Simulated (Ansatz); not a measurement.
**Formation energy and levels of the substitutional impurity C_N in AlN (P6_3mc)**

Charge states of C_N in AlN (P6_3mc), set against the band edges. Model: a cell of 432 host atoms with 1 N taken out and 1 C put in.

Main program and level: Ansatz 0.2.0; place-levels on PBEsol runs: charge-transition levels and formation energies with image-charge correction and potential alignment at the atomic sites; PAW set soft_1.

## (1) Set-up

The cell holds 432 atoms: 216 Al, 215 N and 1 C. Its edges and angles: a = 22.029 Å, b = 22.029 Å, c = 17.629 Å, α = 125.1°, β = 125.1°, γ = 94.5°. It derives from AlN (space group P6_3mc). Nearest the centre at fractional (0.508, 0.452, 0.500): C223 at 0.00 Å, Al209 at 1.89 Å, Al228 at 1.89 Å, Al210 at 1.89 Å, Al213 at 1.90 Å, N235 at 3.07 Å, N170 at 3.07 Å, N378 at 3.07 Å.

Screening for the image-charge correction: ε∞ = (4.50, 4.50, 4.73), ε0 = (8.20, 8.20, 9.74), computed on the host (DFPT, PBEsol).

The cell's shortest repeat is 17.6 Å.

## (2) What was run first

A transition level is the Fermi level at which two charge states cost the same, so each charge needs its own total energy, at its own relaxed structure.

Random displacements of about 0.04 Å break the site symmetry at the start, so that the relaxation can reach a distorted minimum if there is one. Forces are taken at the zone centre alone. The cell holds 1 electron more than the neutral one, with a uniform background that keeps it neutral on the whole.

One state's input; the others differ in charge, spin, start and seed, and in occupations where the table says so.

Input file qm1.relax/input.yaml:

```yaml
crystal:
  lattice:
    - [-4.67041106, 2.69646303, 4.9836768]
    - [4.67041106, -2.69646303, 4.9836768]
    - [1.55680365, 2.69646308, -4.9836768]
  atoms:
    - { symbol: Al, position: [0.416184, 0.08285, 0.0] }
    - { symbol: Al, position: [0.416184, 0.58285, 0.5] }
    - { symbol: Al, position: [0.916184, 0.08285, 0.5] }
    - { symbol: Al, position: [0.916184, 0.58285, 0.0] }
    - { symbol: Al, position: [0.33285, 0.166184, 0.5] }
    - { symbol: Al, position: [0.33285, 0.666184, 0.0] }
    - { symbol: Al, position: [0.83285, 0.166184, 0.0] }
    - { symbol: Al, position: [0.83285, 0.666184, 0.5] }
    - { symbol: "N", position: [0.10715, 0.273816, 0.5] }
    - { symbol: "N", position: [0.10715, 0.773816, 0.0] }
    - { symbol: "N", position: [0.60715, 0.273816, 0.0] }
    - { symbol: "N", position: [0.60715, 0.773816, 0.5] }
    - { symbol: "N", position: [0.023816, 0.35715, 0.0] }
    - { symbol: "N", position: [0.023816, 0.85715, 0.5] }
    - { symbol: "N", position: [0.523816, 0.35715, 0.5] }
    - { symbol: "N", position: [0.523816, 0.85715, 0.0] }
  supercell: [3, 3, 3]
  defects: [{ substitution: { at: 222, symbol: C } }]
total_charge: -1
basis:
  ecutwfc: 420
  xc_grid: 2
hamiltonian:
  xc: pbesol
  pseudopotentials: { kind: paw, azcp: { folder: soft_1 }, xc_functional: pbe }
kpoints:
  mp_grid: { grid: [1, 1, 1] }
scf:
  occupations: { method: fixed }
  max_iter: 60
output:
  forces: true
  charged_corrections:
    epsilon: [4.5, 4.5, 4.73]
    static_epsilon: [8.2, 8.2, 9.74]
    defect_position: [0.507939, 0.452383, 0.5]
relax:
  f_tol: 0.02
  max_steps: 60
  random_displacement: { amplitude: 0.04, seed: 8312 }
checkpoint:
  write: "../qm1.relax.run"
  compress: false
  write_wavefunctions: true
  write_every: 100000
```

Command:

```
ansatz run input.yaml --threads 32 --pin off --max-ram 84787MiB --backend cuda --events-out ev --progress --plain --runs-dir out --max-vram 78GiB
```

The energy is taken again at one point at (¼, ¼, ¼), on the same structure.

The run of this state that the levels use, under PBEsol:

Input file qm1.quarter/input.yaml:

```yaml
crystal:
  checkpoint: "../qm1.relax.run"
  host: checkpoint
total_charge: -1
basis:
  ecutwfc: 420
  xc_grid: 2
hamiltonian:
  xc: pbesol
  pseudopotentials: { kind: paw, azcp: { folder: soft_1 }, xc_functional: pbe }
kpoints:
  mp_grid: { grid: [1, 1, 1], shift: [0.25, 0.25, 0.25] }
scf:
  occupations: { method: fixed }
  max_iter: 60
output:
  forces: true
  charged_corrections:
    epsilon: [4.5, 4.5, 4.73]
    static_epsilon: [8.2, 8.2, 9.74]
    defect_position: [0.507939, 0.452383, 0.5]
  eigenvalues: true
  eigenstates: { localisation: true }
checkpoint:
  read: "../qm1.relax.run"
  write: "../qm1.quarter.run"
  compress: false
  write_wavefunctions: false
  write_every: 100000
```

Relaxations under PBEsol at the zone centre alone; times on 1 × NVIDIA GB200 with 32 threads of Arm Neoverse V2, shared host:

| charge | moment (μB) | occupations | outcome | steps | largest displacement against the far atoms (Å) | time |
| --- | --- | --- | --- | --- | --- | --- |
| −1 | 0 | fixed | converged | 6 | 0.07 | 23 s |
| 0 | 1 | fixed | converged | 13 | 0.09 | 66 s |

Single points under PBEsol at one point at (¼, ¼, ¼); times on 1 × NVIDIA GB200 with 32 threads of Arm Neoverse V2, shared host:

| charge | moment (μB) | occupations | outcome | time |
| --- | --- | --- | --- | --- |
| −1 | 0 | fixed | converged | 13 s |
| 0 | 1 | fixed | converged | 32 s |

Distances (Å) from C223 to the nearest atoms after relaxation with PBEsol:

| charge | moment (μB) | 1. | 2. | 3. | 4. | 5. | 6. |
| --- | --- | --- | --- | --- | --- | --- | --- |
| −1 | 0 | Al 1.89 | Al 1.89 | Al 1.89 | Al 1.91 | Al 2.97 | N 3.09 |
| 0 | 1 | Al 1.93 | Al 1.93 | Al 1.93 | Al 2.03 | Al 2.95 | N 3.02 |

## (3) Levels against the band edges, PBEsol, the zone centre alone

qm1.gamma/input.yaml, as its differences from qm1.quarter/input.yaml of step 2:

```diff
@@ -11,3 +11,3 @@
 kpoints:
-  mp_grid: { grid: [1, 1, 1], shift: [0.25, 0.25, 0.25] }
+  mp_grid: { grid: [1, 1, 1] }
 scf:
@@ -22,6 +22,5 @@
   eigenvalues: true
-  eigenstates: { localisation: true }
 checkpoint:
   read: "../qm1.relax.run"
-  write: "../qm1.quarter.run"
+  write: "../qm1.gamma.run"
   compress: false
```

It took 3.9 s on 1 × NVIDIA GB200 with 32 threads of Arm Neoverse V2, shared host; peak memory 1.8 GiB; 12 s of CPU time.

Input file levels.gamma.yaml:

```yaml
host:
  run: host.gamma.run
states: [qm1.gamma.run, q0_M1.gamma.run]
geometry_from:
  qm1.gamma.run: qm1.relax.run
  q0_M1.gamma.run: q0_M1.relax.run
  host.gamma.run: host.relax.run
chemical_potentials:
  "N":
    energy: -378.476431
    dataset: "<sha256 of the dataset>"
  C:
    energy: -246.668769
    dataset: "<sha256 of the dataset>"
```

Command:

```
ansatz place-levels levels.gamma.yaml -- --threads 32 --pin off --max-ram 84787MiB --backend cuda --max-vram 78GiB
```

Numbers of over 12 decimals in the logs are rounded to 6 here.

What it wrote:

```text
(0/-1) 0.897 eV above the valence edge, 3.199 eV under the conduction edge
formation energy of charge 0: +5.069 eV with the Fermi level at the valence edge
formation energy of charge -1: +5.967 eV with the Fermi level at the valence edge
  edges by pbesol, gap 4.096 eV; the host is sampled to repeats of 17.63 Å
[... the lines on each state left out ...]
```

It took 0.52 s on 32 threads.

Under PBEsol the gap is 4.10 eV, (0/−1) 0.90 eV.

## (4) place-levels, PBEsol, one point at (¼, ¼, ¼)

A charged cell interacts with its images and the background, and its potential has another zero than the host's. place-levels removes the first by a point-charge model, screened by the static dielectric constant since the ions have relaxed around the charge, and the second by comparing potentials at atoms far from the defect.

The host is a run of the defect-free crystal in the same cutoffs, grids and k-points, so that basis and sampling errors cancel in part in the differences. The host is run in a cell of 16 atoms on a matching mesh. Its band edges are searched through the zone by a band path, so the gap is smaller than, or equal to, that on the mesh. Chemical potentials are energies per atom of N (N2 molecule) and C (diamond), run with the same functional and cutoff. Carbon is taken as diamond, which semilocal functionals can put about 0.1 eV an atom over graphite.

Input file levels.quarter.yaml:

```yaml
host:
  run: host.quarter.run
states: [qm1.quarter.run, q0_M1.quarter.run]
geometry_from:
  qm1.quarter.run: qm1.relax.run
  q0_M1.quarter.run: q0_M1.relax.run
  host.quarter.run: host.relax.run
chemical_potentials:
  "N":
    energy: -378.476431
    dataset: "<sha256 of the dataset>"
  C:
    energy: -246.668769
    dataset: "<sha256 of the dataset>"
```

Command:

```
ansatz place-levels levels.quarter.yaml -- --threads 32 --pin off --max-ram 84787MiB --backend cuda --max-vram 78GiB
```

What it wrote:

```text
(0/-1) 0.895 eV above the valence edge, 3.202 eV under the conduction edge
formation energy of charge 0: +5.070 eV with the Fermi level at the valence edge
formation energy of charge -1: +5.965 eV with the Fermi level at the valence edge
  edges by pbesol, gap 4.097 eV; the host is sampled to repeats of 18.68 Å
  the defect's cells are sampled to repeats of 18.68 Å, like sampling
  charge 0: +0.000 eV for its dipole among its images, +0.000 omitted
  charge -1: -195543.1939 eV with its correction of +0.143 eV, at epsilon [8.2, 8.2, 9.74], aligned at sites: +0.0014 eV, mean over 161 atomic sites at or beyond 8.81 Å from the defect at [0.5079, 0.4524, 0.5000], with -0.000393 for the charge's moments and [...]
  of states[0] (qm1.quarter.run): how wide its charge is, is not read beside other atoms or cores, and a band state would take no correction. [...]
```

Run time: 0.55 s. Hardware: 32 threads.

Under PBEsol the gap is 4.10 eV, (0/−1) 0.90 eV; the stage before (PBEsol, at other k-points) gave a gap of 4.10 eV and levels within 0.00 eV of these.

Levels between the charges placed, in eV above the valence top:

|  | gap (eV) | (0/−1) |
| --- | --- | --- |
| PBEsol | 4.10 | 0.90 |

Corrections by state:

| charge | moment (μB) | image terms and alignment (eV) | band filling (eV) | ε used | over the lowest of its charge, as the program ranks them, band filling apart (eV) |
| --- | --- | --- | --- | --- | --- |
| 0 | 1.0 | 0.000 | - | - | 0.000 |
| −1 | 0.0 | 0.143 | - | principal values (8.20, 8.20, 9.74) | 0.000 |

From the program's caveats on the states, each cut to its opening words:

- charge −1: how wide its charge is, is not read beside other atoms or cores, and a band state would take no correction

The host's formation energy from the elements is -1.466 eV per atom; it sets how far the chemical potentials can move.

Limit set by the element alone; other compounds of these elements are not counted. Chemical potentials from the elements' reference states: Al 0.00 eV, N -2.93 eV, C 0.00 eV. Formation energies (Al-rich), with the Fermi level at the valence top and at the conduction bottom (gap 4.10 eV):

| charge | at valence top (eV) | at conduction bottom (eV) | correction included (eV) |
| --- | --- | --- | --- |
| 0 | 2.14 | 2.14 | 0.00 |
| −1 | 3.03 | -1.06 | 0.14 |

(Fermi level (eV), lowest formation energy (eV)): (0.00, 2.14), (0.37, 2.14), (0.74, 2.14), (1.12, 1.92), (1.49, 1.54), (1.86, 1.17), (2.24, 0.80), (2.61, 0.42), (2.98, 0.05), (3.35, -0.32), (3.72, -0.69), (4.10, -1.06)

Limit set by the element alone; other compounds of these elements are not counted. Chemical potentials from the elements' reference states: N 0.00 eV, Al -2.93 eV, C 0.00 eV. Formation energies (N-rich), with the Fermi level at the valence top and at the conduction bottom (gap 4.10 eV):

| charge | at valence top (eV) | at conduction bottom (eV) | correction included (eV) |
| --- | --- | --- | --- |
| 0 | 5.07 | 5.07 | 0.00 |
| −1 | 5.97 | 1.87 | 0.14 |

```csv
Fermi level (eV),lowest formation energy (eV)
0.00,5.07
0.37,5.07
0.74,5.07
1.12,4.85
1.49,4.48
1.86,4.10
2.24,3.73
2.61,3.36
2.98,2.98
3.35,2.61
3.72,2.24
4.10,1.87
```

## (5) Cost and result

Levels between neighbouring charges, in eV above each run's own valence top:

|  | gap (eV) | (0/−1) | GPU time a state at this stage (restarts are quicker than cold starts) |
| --- | --- | --- | --- |
| PBEsol, zone centre alone | 4.10 | 0.90 | 4.8 s |
| PBEsol, (¼, ¼, ¼) | 4.10 | 0.90 | 23 s |

## (6) Summary of results

| Quantity | Value |
| --- | --- |
| gap of the host | 4.10 eV (PBEsol) |
| level (0/minus 1) | 0.90 eV above the valence top |
| lowest of the charges placed, just above the valence top (0.02 eV) | 0 |
| lowest of the charges placed, just below the conduction bottom (0.02 eV) | −1 |
| lowest formation energy at mid-gap of the charges run, Al-rich | 0.98 eV |
| lowest formation energy at mid-gap of the charges run, N-rich | 3.92 eV |

In words: Of the charges placed (−1 and 0), the lowest changes at 0.90 eV (0/−1) above the valence top, in a gap of 4.10 eV. Charges above 0 and below −1 were not placed, so these runs say nothing of levels that involve them. States placed: 0 at 1 μB; −1 at 0 μB. Other spin states or structures, where not listed, weren't placed. C is taken at its element; compounds, which aren't counted here, bound the chemical potentials and would shift these formation energies. Keep in mind: one k-point off the zone centre stands for the whole zone; PBEsol makes the gap too small and tends to spread out bound carriers; where a gas molecule sets a chemical potential or the host's formation energy, its binding is uncorrected.

[Logs are printed without paths, hosts, clocks, repeated set-up lines and the standing remarks that a program may print on its own settings, such as how far it seeks lower states.]

[Hosts, paths, dates, database ids (printed as entryN), source tags and the programs' standing remarks are cut or masked in the printed files.]

[Where a table of states has a column of steps, it counts the stored structures, which are thinned; the runs took as many ionic steps or more.]

[A defect's name tells the site on which it was built; relaxed atoms can leave that site.]

[For some hosts the program warned that the k-mesh of the response run may be too coarse for force constants and the static dielectric constant; such warnings are not shown here.]
